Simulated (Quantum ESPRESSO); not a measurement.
Crystal: PtS2.

```
Pt S
1.0
     3.54320    0.00000    0.00000
    -1.77160    3.06850    0.00000
     0.00000    0.00000    5.03880
Pt S
1 2
Direct
  0.00000 0.00000 0.00000
  0.66667 0.33333 0.77300
  0.33333 0.66667 0.22700
```

Base run:

| Quantity | Value |
| --- | --- |
| Program | Quantum ESPRESSO 7.5 |
| Functional | PBEsol |
| Potentials or basis | GBRV 1.5 PBEsol |
| Cutoff | 612 eV |
| Density cutoff | 4898 eV |
| k mesh | 9 × 9 × 5 |
| Occupations | fermi-dirac, width 0.05 eV |
| Spin | no spin polarisation |
| Hubbard terms | Pt d U = 2 eV |

Its results: band gap on the k mesh 0.95 eV, indirect (least direct gap 1.00 eV); pressure 6.2 GPa; largest force 0.979 eV/Å.

Q: The run is repeated on the same cell with these changes: hubbard terms from Pt d U = 2 eV to Pt d U = 4 eV. What comes out?

A: Band gap on the k mesh 0.89 eV, indirect (least direct gap 0.98 eV); pressure 6.4 GPa; largest force 1.017 eV/Å.

Caveats: spin-orbit coupling is left out, which moves the levels of the heavy elements; an odd mesh through Γ misses points on the zone boundary, where band edges often lie; forces of over 1 eV/Å show positions far from the minimum, so gaps and moduli don't describe the material at rest (some runs).

Not every run made on this cell is shown here.
